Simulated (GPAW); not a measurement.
AlN:

```xyz
2
Lattice="0.0000 2.0345 2.0345 2.0345 0.0000 2.0345 2.0345 2.0345 0.0000" Properties=species:S:1:pos:R:3 pbc="T T T"
Al    2.0345    2.0345    2.0345
N     0.0000    0.0000    0.0000
```

Measurements of this composition are mostly on another form, of space group No. 186.

Base run:

| Property | Result |
| --- | --- |
| Program | GPAW 26.7.0 |
| Functional | PBE |
| Potentials or basis | GPAW PAW data sets (gpaw-data 1.2.1) |
| Cutoff | 600 eV |
| Basis | pw |
| k mesh | 9 × 9 × 9 |
| Occupations | fermi-dirac, width 0.05 eV |
| Spin | no spin polarisation |

Its results: band gap on the k mesh 4.60 eV, indirect (least direct gap 5.35 eV); pressure -6.3 GPa.

Q: The run is repeated on the same cell with these changes: potentials or basis from GPAW PAW data sets (gpaw-data 1.2.1) to SG15 ONCV 1.2; cutoff from 600 eV to 800 eV; valence electrons from 8 to 16. What comes out?

A: Band gap on the k mesh 4.68 eV, indirect (least direct gap 5.44 eV); pressure -6.8 GPa.

Caveats: an odd mesh through Γ misses points on the zone boundary, where band edges often lie; the cutoff is short for stress and forces, so pressures can be off by a GPa or more (some runs).
